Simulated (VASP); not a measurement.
# InP (Fm-3m) in VASP: notebook

Runs on InP. Level: PBEsol. Tasks: single point, relaxation of cell and atoms.

Everything below comes from runs of VASP 6.6.1. Logs are shortened: lines on timing, memory, paths and dates and some standing lists are left out, and cuts for length are marked.

**1. The structure**

The structure is cubic, space group Fm-3m (No. 225). Conventional cell: a = 5.456 Å, b = 5.456 Å, c = 5.456 Å, α = 90.00°, β = 90.00°, γ = 90.00°. In (site symmetry m-3m) has 6 P at 2.73 Å as nearest neighbours. P (site symmetry m-3m) is surrounded by 6 In at 2.73 Å.

Measurements of this composition are mostly on another form, of space group No. 216.

**2. Single point, PBEsol**

Contents of INCAR:

```
ALGO = Fast
EDIFF = 1E-7
ENCUT = 520
GGA = PS
ISIF = 2
ISMEAR = 0
LASPH = T
LCHARG = F
LREAL = F
LWAVE = F
NBANDS = 16
NELM = 100
PREC = Accurate
SIGMA = 0.1
```

Contents of KPOINTS:

```
k-points
0
Gamma
  12 12 12
```

Contents of POSCAR:

```
InP
1.0
    0.0000000000      2.7282328829      2.7282328829
    2.7282328829      0.0000000000      2.7282328829
    2.7282328829      2.7282328829      0.0000000000
In P
1 1
Direct
    0.0000000000      0.0000000000      0.0000000000
    0.5000000000      0.5000000000      0.5000000000
```

Potentials or basis: VASP PAW PBE potentials, release 64 (In_d, P).

On the command line:

```sh
cat potpaw_PBE.64/In_d/POTCAR potpaw_PBE.64/P/POTCAR > POTCAR
mpirun -np 1 vasp_std > vasp.out
```

OUTCAR:

```text
EDIFF = 1E-7
   ENCUT = 520
   GGA = PS
   ISIF = 2
   ISMEAR = 0
   LASPH = T
   LREAL = F
   NELM = 100
   PREC = Accurate

 ion  position               nearest neighbor table
   1  0.000  0.000  0.000-   2 2.73   2 2.73   2 2.73   2 2.73   2 2.73   2 2.73
   2  0.500  0.500  0.500-   1 2.73   1 2.73   1 2.73   1 2.73   1 2.73   1 2.73

  LATTYP: Found a face centered cubic cell.
 ALAT       =     5.4564657658

  Lattice vectors:

 A1 = (   0.0000000000,   2.7282328829,   2.7282328829)
 A2 = (   2.7282328829,   0.0000000000,   2.7282328829)
 A3 = (   2.7282328829,   2.7282328829,   0.0000000000)

Analysis of symmetry for initial positions (statically):
=====================================================================
 Subroutine PRICEL returns:
 Original cell was already a primitive cell.

 Routine SETGRP: Setting up the symmetry group for a
 face centered cubic supercell.

 Subroutine GETGRP returns: Found 48 space group operations
 (whereof 48 operations were pure point group operations)
 out of a pool of 48 trial point group operations.

The static configuration has the point symmetry O_h .

Analysis of symmetry for dynamics (positions and initial velocities):
=====================================================================
 Subroutine PRICEL returns:
 Original cell was already a primitive cell.

 Routine SETGRP: Setting up the symmetry group for a
 face centered cubic supercell.

 Subroutine GETGRP returns: Found 48 space group operations
 (whereof 48 operations were pure point group operations)
 out of a pool of 48 trial point group operations.

The dynamic configuration has the point symmetry O_h .

 Subroutine INISYM returns: Found 48 space group operations
 (whereof 48 operations are pure point group operations),
 and found     1 'primitive' translations

----------------------------------------------------------------------------------------

                                     Primitive cell

  volume of cell :      40.6139

  direct lattice vectors                    reciprocal lattice vectors
     0.000000000  2.728232883  2.728232883    -0.183268812  0.183268812  0.183268812
     2.728232883  0.000000000  2.728232883     0.183268812 -0.183268812  0.183268812
     2.728232883  2.728232883  0.000000000     0.183268812  0.183268812 -0.183268812

  length of vectors
     3.858303944  3.858303944  3.858303944     0.317430894  0.317430894  0.317430894

  position of ions in fractional coordinates (direct lattice)
     0.000000000  0.000000000  0.000000000
     0.500000000  0.500000000  0.500000000

  ion indices of the primitive-cell ions
   primitive index   ion index
                 1           1
                 2           2

----------------------------------------------------------------------------------------

 KPOINTS: k-points

Automatic generation of k-mesh.
 Grid dimensions read from file:
 generate k-points for:   12   12   12

 Generating k-lattice:

  Cartesian coordinates                     Fractional coordinates (reciprocal lattice)
    -0.015272401  0.015272401  0.015272401     0.083333333  0.000000000  0.000000000
     0.015272401 -0.015272401  0.015272401     0.000000000  0.083333333  0.000000000
     0.015272401  0.015272401 -0.015272401     0.000000000  0.000000000  0.083333333

  Length of vectors
     0.026452575  0.026452575  0.026452575

  Shift w.r.t. Gamma in fractional coordinates (k-lattice)
     0.000000000  0.000000000  0.000000000

 Subroutine IBZKPT returns following result:
 ===========================================

 Found     72 irreducible k-points:

 Following reciprocal coordinates:
            Coordinates               Weight
  0.000000  0.000000  0.000000      1.000000
  0.083333  0.000000  0.000000      8.000000
  0.166667  0.000000  0.000000      8.000000
  0.250000  0.000000  0.000000      8.000000
  0.333333  0.000000  0.000000      8.000000
  0.416667  0.000000  0.000000      8.000000
[... 16 lines left out ...]
  0.500000  0.166667  0.000000     24.000000
 -0.416667  0.166667  0.000000     24.000000
 [... further k-points ...]
   k-points           NKPTS =     72   k-points in BZ     NKDIM =     72   number of bands    NBANDS=     16
   number of dos      NEDOS =    301   number of ions     NIONS =      2
   total plane-waves  NPLWV =  27000
   dimension x,y,z NGX =    30 NGY =   30 NGZ =   30
   dimension x,y,z NGXF=    60 NGYF=   60 NGZF=   60
   ions per type =               1   1
   NGX,Y,Z   is equivalent  to a cutoff of  12.93, 12.93, 12.93 a.u.
   NGXF,Y,Z  is equivalent  to a cutoff of  25.85, 25.85, 25.85 a.u.
 SYSTEM =  unknown system
   PREC   = accura    normal or accurate (medium, high low for compatibility)
   ISTART =      0    job   : 0-new  1-cont  2-samecut
   ICHARG =      2    charge: 1-file 2-atom 10-const
   ISPIN  =      1    spin polarized calculation?
   LNONCOLLINEAR =      F non collinear calculations
   LSORBIT =      F    spin-orbit coupling
   LASPH  =      T    aspherical Exc in radial PAW
   ENCUT  =  520.0 eV  38.22 Ry    6.18 a.u.   7.17  7.17  7.17*2*pi/ulx,y,z
   NELM   =    100;   NELMIN=  2; NELMDL= -5     # of ELM steps
   EDIFF  = 0.1E-06   stopping-criterion for ELM
   LREAL  =      F    real-space projection
   EDIFFG = 0.1E-05   stopping-criterion for IOM
   NSW    =      0    number of steps for IOM
   IBRION =     -1    ionic relax: 0-MD 1-quasi-New 2-CG
   NFREE  =      0    steps in history (QN), initial steepest desc. (CG)
   ISIF   =      2    stress and relaxation
   ISYM   =      2    0-nonsym 1-usesym 2-fastsym
   POTIM  = 0.5000    time-step for ionic-motion
   TEBEG  =    0.0;   TEEND  =   0.0 temperature during run
   PSTRESS=    0.0 pullay stress
   NELECT =      18.0000    total number of electrons
   NUPDOWN=      -1.0000    fix difference up-down
   EMIN   =  10.00;   EMAX   =-10.00  energy-range for DOS
   EFERMI =   0.00;   METHOD = LEGACY
   ISMEAR =     0;   SIGMA  =   0.10  broadening in eV -4-tet -1-fermi 0-gaus
   EFERMI_NEDOS =   21; number of points for ismear=-14 and -15
   IALGO  =     68    algorithm
   IMIX   =      4    mixing-type and parameters
     AMIX     =   0.40;   BMIX     =  1.00
     AMIX_MAG =   1.60;   BMIX_MAG =  1.00
  volume/ion in A,a.u.               =      20.31       137.04
  Fermi-wavevector in a.u.,A,eV,Ry     =   1.248171  2.358702 21.196950  1.557932
  Thomas-Fermi vector in A             =   2.382270
   LORBIT       =      0    0 simple, 1 ext, 2 COOP (PROOUT), +10 PAW based schemes
   GGA     = PS    functional components
   LHFCALC =     F    Hartree Fock is set to
   AEXX    =    0.0000 exact exchange contribution
   IVDW    =     0    specifies the selected vdW correction
   LEPSILON=     F    determine dielectric tensor
   LRPA    =     F    only Hartree local field effects (RPA)
 non-spin polarized calculation
 RMM-DIIS sequential band-by-band and
 Gauss-broadening in eV      SIGMA  =   0.10
  energy-cutoff  :      520.00
  volume of cell :       40.61
 maximum number of plane-waves:      1113
 NGX is ok and might be reduce to    30
   NGX = 15   NGY = 15   NGZ = 15

 number of electron      17.9999997 magnetization

 Free energy of the ion-electron system (eV)
  ---------------------------------------------------
  ext. energy  EPLUGINS =         0.00000000
  ---------------------------------------------------
  free energy    TOTEN  =        -8.79570289 eV

  energy without entropy =       -8.79166599  energy(sigma->0) =       -8.79368444

 E-fermi :   7.5093     XC(G=0): -10.7565

 val. band max:        7.4779274126   @ k =   0.3333   0.0000   0.0000
 cond. band min:       7.5782626258   @ k =  -0.4167   0.4167   0.0833
 fundamental gap:      0.1003352132
 Fermi energy:         7.5092501936

 k-point     1 :       0.0000    0.0000    0.0000
  band No.  band energies     occupation
      1      -6.7309      2.00000
      2      -6.7309      2.00000
      3      -6.7068      2.00000
      4      -6.7068      2.00000
      5      -6.7068      2.00000
      6      -4.8799      2.00000
[... 8 lines left out ...]
     15      16.1498      0.00000
     16      16.1499      0.00000

 k-point     2 :       0.0833    0.0000    0.0000
  band No.  band energies     occupation
      1      -6.7347      2.00000
      2      -6.7347      2.00000
      3      -6.7072      2.00000
      4      -6.7016      2.00000
      5      -6.7016      2.00000
      6      -4.7882      2.00000
[... 8 lines left out ...]
     15      15.4319      0.00000
     16      16.0729      0.00000

 k-point     3 :       0.1667    0.0000    0.0000
  band No.  band energies     occupation
      1      -6.7476      2.00000
      2      -6.7476      2.00000
      3      -6.7091      2.00000
      4      -6.6846      2.00000
      5      -6.6846      2.00000
      6      -4.5159      2.00000
[... 8 lines left out ...]
     15      15.5186      0.00000
     16      15.8385      0.00000

 k-point     4 :       0.2500    0.0000    0.0000
  band No.  band energies     occupation
      1      -6.7664      2.00000
      2      -6.7664      2.00000
      3      -6.7131      2.00000
      4      -6.6599      2.00000
      5      -6.6599      2.00000
      6      -4.0757      2.00000
[... 8 lines left out ...]
     15      16.2348      0.00000
     16      16.2348      0.00000
[... 324 lines left out ...]
 k-point    22 :       0.4167    0.1667    0.0000
  band No.  band energies     occupation
      1      -6.8766      2.00000
      2      -6.7533      2.00000
      3      -6.7184      2.00000
      4      -6.6429      2.00000
      5      -6.6098      2.00000
      6      -2.9231      2.00000
[... 8 lines left out ...]
     15      19.1224      0.00000
     16      19.3305      0.00000

 k-point    23 :       0.5000    0.1667    0.0000
  band No.  band energies     occupation
      1      -6.8779      2.00000
      2      -6.7703      2.00000
      3      -6.7102      2.00000
      4      -6.6381      2.00000
      5      -6.6033      2.00000
      6      -2.3958      2.00000
[... 8 lines left out ...]
     15      19.1626      0.00000
     16      20.2049      0.00000

 k-point    24 :      -0.4167    0.1667    0.0000
  band No.  band energies     occupation
      1      -6.8641      2.00000
      2      -6.7817      2.00000
      3      -6.7038      2.00000
      4      -6.6366      2.00000
      5      -6.6103      2.00000
      6      -2.3069      2.00000
[... 8 lines left out ...]
     15      18.1129      0.00000
     16      19.2984      0.00000

 [... further k-points ...]
[... 5 lines left out ...]
  --------------------------------------------------------------------------------------
  -------------------------------------------------------------------------------------
  Total        0.0067032      0.0067032      0.0067032     -0.0000000     -0.0000000      0.0000000
  in kB        0.2644358      0.2644358      0.2644358     -0.0000000     -0.0000000      0.0000000
  external PRESSURE =       0.2644358 kB  Pullay stress =       0.0000000 kB

 VOLUME and BASIS-vectors are now :
 -----------------------------------------------------------------------------
  energy-cutoff  :      520.00
  volume of cell :       40.61
      direct lattice vectors                 reciprocal lattice vectors
     0.000000000  2.728232883  2.728232883    -0.183268812  0.183268812  0.183268812
     2.728232883  0.000000000  2.728232883     0.183268812 -0.183268812  0.183268812
     2.728232883  2.728232883  0.000000000     0.183268812  0.183268812 -0.183268812

 POSITION                                       TOTAL-FORCE (eV/Angst)
 -----------------------------------------------------------------------------------
      0.00000      0.00000      0.00000        -0.000000      0.000000     -0.000000
      2.72823      2.72823      2.72823         0.000000     -0.000000      0.000000
 -----------------------------------------------------------------------------------
    total drift:                               -0.000000      0.000000      0.000000

  FREE ENERGIE OF THE ION-ELECTRON SYSTEM (eV)
  ---------------------------------------------------
  free  energy   TOTEN  =        -8.7957028950 eV

  energy  without entropy=       -8.7916659919  energy(sigma->0) =       -8.79368444
```

Wall time 38 s (1 thread of Intel Xeon 6975P-C (Granite Rapids), shared host); peak memory 0.19 GiB.

What came out:

| Quantity | Value |
| --- | --- |
| Free energy | -8.7957 eV |
| Pressure | 0.0 GPa |
| Band gap on the k mesh | none (metal or under the smearing width) |

Levels at points of the mesh, in eV from the Fermi level:
```tsv
k point	band 6	band 7	band 8	band 9	band 10	band 11	band 12	band 13
(0.00, 0.00, 0.00)	-12.39	-0.32	-0.32	-0.32	0.81	7.05	7.05	7.05
(0.50, 0.00, 0.00)	-10.13	-6.95	0.16	0.16	2.40	3.31	3.31	5.47
(0.50, 0.50, 0.00)	-8.87	-5.30	-2.54	-2.52	-2.52	3.64	10.17	10.17
```

Caveat: the PAW data sets were made with another functional, which shifts forces and pressure a little.

**3. Relaxation of cell and atoms, PBEsol**

This run uses another cell than the first one, of 23.27 Å³/atom, 1.146 times its volume.

Contents of INCAR:

```
SYSTEM = InP
PREC = Accurate
ENCUT = 600
EDIFF = 1E-7
ISMEAR = 0
SIGMA = 0.1
LREAL = .False.
LASPH = .True.
NELM = 100
ALGO = Normal
ISIF = 3
LWAVE = .False.
LCHARG = .False.
GGA = PS
IBRION = 2
NSW = 100
EDIFFG = -0.005
```

Contents of KPOINTS:

```
Automatic mesh
0
Gamma
  12 12 12
  0 0 0
```

Contents of POSCAR:

```
InP
1.0
    0.0000000000      2.8550000000      2.8550000000
    2.8550000000      0.0000000000      2.8550000000
    2.8550000000      2.8550000000      0.0000000000
In P
1 1
Direct
    0.0000000000      0.0000000000      0.0000000000
    0.5000000000      0.5000000000      0.5000000000
```

Potentials or basis: VASP PAW PBE potentials, release 64 (In_d, P).

On the command line:

```sh
cat potpaw_PBE.64/In_d/POTCAR potpaw_PBE.64/P/POTCAR > POTCAR
mpirun -np 1 vasp_std > vasp.out
```

Run time: 47 s. Hardware: 1 thread of Intel Xeon 6975P-C (Granite Rapids), shared host; peak memory 0.23 GiB.

Results (log left out):

* Free energy: -8.7965 eV
* Relaxed volume: 20.32 Å³/atom
* Relaxed cell: a = 3.859 Å, b = 3.859 Å, c = 3.859 Å, α = 60.00°, β = 60.00°, γ = 60.00°
* Space group after relaxing (to 0.05 Å): Fm-3m (No. 225)
* Energy gained by relaxing: 86.2 meV/atom
* Ionic steps: 3
* Pressure after relaxing: 0.0 GPa
* Band gap on the k mesh: none (metal or under the smearing width)

The path:
```
step  energy change (eV)  largest force (eV/Å)  pressure (GPa)  volume (Å³)
   1              0.0000                0.0000           -8.20        46.54
   2             -0.1524                0.0000            3.96        38.97
   3             -0.1724                0.0000            0.01        40.65
```

Final structure:
```cif
data_structure
_symmetry_space_group_name_H-M 'P 1'
_symmetry_Int_Tables_number 1
_cell_length_a 3.8594
_cell_length_b 3.8594
_cell_length_c 3.8594
_cell_angle_alpha 60.000
_cell_angle_beta 60.000
_cell_angle_gamma 60.000
_cell_volume 40.65
loop_
_atom_site_label
_atom_site_type_symbol
_atom_site_fract_x
_atom_site_fract_y
_atom_site_fract_z
_atom_site_occupancy
In1 In 0.00000 0.00000 0.00000 1
P1 P 0.50000 0.50000 0.50000 1
```

Levels at points of the mesh, in eV from the Fermi level:
```
           k point  band 7  band 8  band 9  band 10  band 11  band 12
(0.00, 0.00, 0.00)   -0.32   -0.32   -0.32     0.81     7.05     7.05
(0.50, 0.00, 0.00)   -6.95    0.16    0.16     2.40     3.31     3.31
(0.50, 0.50, 0.00)   -5.29   -2.55   -2.52    -2.52     3.64    10.16
```

Caveat: the PAW data sets were made with another functional, which shifts forces and pressure a little; the volume moved by -13 % from the deposited cell, more than functionals usually miss.

**4. Single point, PBEsol**

Contents of INCAR:

```
SYSTEM = InP
PREC = Accurate
ENCUT = 520
EDIFF = 1E-6
ISMEAR = 0
SIGMA = 0.1
LREAL = .FALSE.
LASPH = .TRUE.
NELM = 100
ALGO = Normal
ISIF = 2
LWAVE = .FALSE.
LCHARG = .FALSE.
GGA = PS
NBANDS = 16
```

Contents of KPOINTS:

```
Automatic mesh
0
G
  14 14 14
  0 0 0
```

Contents of POSCAR:

```
InP
1.0
    0.0000000000      2.7295669618      2.7295669618
    2.7295669618      0.0000000000      2.7295669618
    2.7295669618      2.7295669618      0.0000000000
In P
1 1
Direct
    0.0000000000      0.0000000000      0.0000000000
    0.5000000000      0.5000000000      0.5000000000
```

On the command line:

```sh
cat potpaw_PBE.64/In_d/POTCAR potpaw_PBE.64/P/POTCAR > POTCAR
mpirun -np 1 vasp_std > vasp.out
```

Run time: 39 s. Hardware: 1 thread of Intel Xeon 6975P-C (Granite Rapids), shared host; peak memory 0.21 GiB.

The run converged. Its results:

| Quantity | Value |
| --- | --- |
| Free energy | -8.7961 eV |
| Pressure | 0.0 GPa |
| Band gap on the k mesh | none (metal or under the smearing width) |

Levels at points of the mesh, in eV from the Fermi level:
```
           k point  band 6  band 7  band 8  band 9  band 10  band 11  band 12  band 13
(0.00, 0.00, 0.00)  -12.32   -0.27   -0.27   -0.27     0.86     7.11     7.11     7.11
(0.50, 0.00, 0.00)  -10.08   -6.88    0.21    0.21     2.46     3.37     3.37     5.52
(0.50, 0.50, 0.00)   -8.82   -5.23   -2.48   -2.46    -2.46     3.70    10.21    10.21
```

Caveat: the PAW data sets were made with another functional, which shifts forces and pressure a little.

**5. Relaxation of cell and atoms, PBEsol**

Contents of INCAR:

```
PREC = Accurate ; ENCUT = 600
EDIFF = 1E-6 ; ISMEAR = 0
SIGMA = 0.1 ; LREAL = F
LASPH = T ; NELM = 100
ALGO = Normal ; ISIF = 3
LWAVE = F ; LCHARG = F
GGA = PS ; IBRION = 2
NSW = 100 ; EDIFFG = -0.005
```

Contents of KPOINTS:

```
regular mesh
0
Gamma
  14 14 14
```

Contents of POSCAR:

```
InP
1.0
    0.0000000000      2.7282328829      2.7282328829
    2.7282328829      0.0000000000      2.7282328829
    2.7282328829      2.7282328829      0.0000000000
In P
1 1
Direct
    0.0000000000      0.0000000000      0.0000000000
    0.5000000000      0.5000000000      0.5000000000
```

On the command line:

```sh
cat potpaw_PBE.64/In_d/POTCAR potpaw_PBE.64/P/POTCAR > POTCAR
mpirun -np 1 vasp_std > vasp.out
```

It took 47 s on 1 thread of Intel Xeon 6975P-C (Granite Rapids), shared host; peak memory 0.24 GiB.

Results (log left out):

- Free energy: -8.7965 eV
- Relaxed volume: 20.36 Å³/atom
- Relaxed cell: a = 3.862 Å, b = 3.862 Å, c = 3.862 Å, α = 60.00°, β = 60.00°, γ = 60.00°
- Space group after relaxing (to 0.05 Å): Fm-3m (No. 225)
- Energy gained by relaxing: 0.0 meV/atom
- Ionic steps: 3
- Pressure after relaxing: 0.0 GPa
- Band gap on the k mesh: none (metal or under the smearing width)

Final structure:
```
CELL_PARAMETERS angstrom
0.00000 2.73051 2.73051
2.73051 0.00000 2.73051
2.73051 2.73051 0.00000
ATOMIC_POSITIONS crystal
In 0.00000 0.00000 0.00000
P 0.50000 0.50000 0.50000
```

Levels at points of the mesh, in eV from the Fermi level:
| k point | band 6 | band 7 | band 8 | band 9 | band 10 | band 11 | band 12 | band 13 |
| --- | --- | --- | --- | --- | --- | --- | --- | --- |
| (0.00, 0.00, 0.00) | -12.32 | -0.27 | -0.27 | -0.27 | 0.85 | 7.11 | 7.11 | 7.11 |
| (0.50, 0.00, 0.00) | -10.07 | -6.88 | 0.21 | 0.21 | 2.46 | 3.38 | 3.38 | 5.51 |
| (0.50, 0.50, 0.00) | -8.82 | -5.23 | -2.48 | -2.46 | -2.46 | 3.71 | 10.20 | 10.20 |

Caveat: the PAW data sets were made with another functional, which shifts forces and pressure a little.

**6. The runs side by side**

| task | cell | k mesh | cutoff (eV) | gap on the mesh (eV) | pressure (GPa) | relaxed volume (Å³/atom) |
| --- | --- | --- | --- | --- | --- | --- |
| single point | Fm-3m, 20.31 Å³/atom | 12 × 12 × 12 | 520 | none | 0.0 | - |
| relaxation of cell and atoms | relaxed | 12 × 12 × 12 | 600 | none | 0.0 | 20.32 |
| single point | Fm-3m, 20.34 Å³/atom | 14 × 14 × 14 | 520 | none | 0.0 | - |
| relaxation of cell and atoms | relaxed | 14 × 14 × 14 | 600 | none | 0.0 | 20.36 |

Alike in all rows: level PBEsol; potentials or basis VASP PAW PBE potentials, release 64 (In_d, P); no spin polarisation; smearing gaussian 0.1 eV.

Caveats: the PAW data sets were made with another functional, which shifts forces and pressure a little; the volume moved by -13 % from the deposited cell, more than functionals usually miss (some runs).

Total energies depend on the potentials used, so only differences within one code and one set of settings carry meaning.
